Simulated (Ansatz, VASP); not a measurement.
Cs: VASP beside Ansatz

File INCAR:

```
PREC = Accurate
ENCUT = 520
EDIFF = 1E-6
ISMEAR = -1
SIGMA = 0.08
LREAL = F
LASPH = T
NELM = 60
ALGO = Normal
ISIF = 2
LWAVE = F
LCHARG = T
GGA = CA
LELF = T
LVHAR = T
NBANDS = 10
```

The input KPOINTS:

```
Automatic mesh
0
Gamma
  8 8 8
```

File POSCAR:

```
Cs
1.0
    0.0000000000      3.9782856185      3.8891107039
    3.9782856185      0.0000000000      3.8891107039
    3.9782856185      3.9782856185      0.0000000000
Cs
1
Direct
    0.0000000000      0.0000000000      0.0000000000
```

Input for Ansatz:

```yaml
crystal:
  lattice:
    - [0.0, 3.9782856185, 3.8891107039]
    - [3.9782856185, 0.0, 3.8891107039]
    - [3.9782856185, 3.9782856185, 0.0]
  atoms:
    - { symbol: Cs, position: [0.0, 0.0, 0.0] }
kpoints:
  mp_grid: { grid: [8, 8, 8] }
scf:
  occupations: { method: fermi_dirac, width: 0.08 }
hamiltonian:
  xc: lda
  pseudopotentials: { kind: all_electron, lapw: { basis_error: 0.00025 } }
output:
  forces: true
  stress: true
  eigenvalues: true
```

Change from the starting cell: z stretched by -1.5 % at fixed volume.

Alike in both runs: task single point; functional LDA; k mesh 8 × 8 × 8; occupations fermi-dirac, width 0.08 eV; no spin polarisation.

```csv
,VASP,Ansatz
version,VASP 6.6.1,Ansatz 0.2.0
potentials or method,"VASP PAW LDA potentials, release 64 (Cs_sv)","all-electron LAPW, scalar-relativistic"
plane-wave cutoff (eV),520,see its input
```

```tsv
	VASP	Ansatz	Ansatz less VASP
pressure (GPa)	-0.4	-0.4	+0.01
```

Ansatz ran all-electron here, so the differences hold the error of VASP's frozen core and of both bases.

The runs have no spin-orbit coupling, so splittings on Cs are missing.
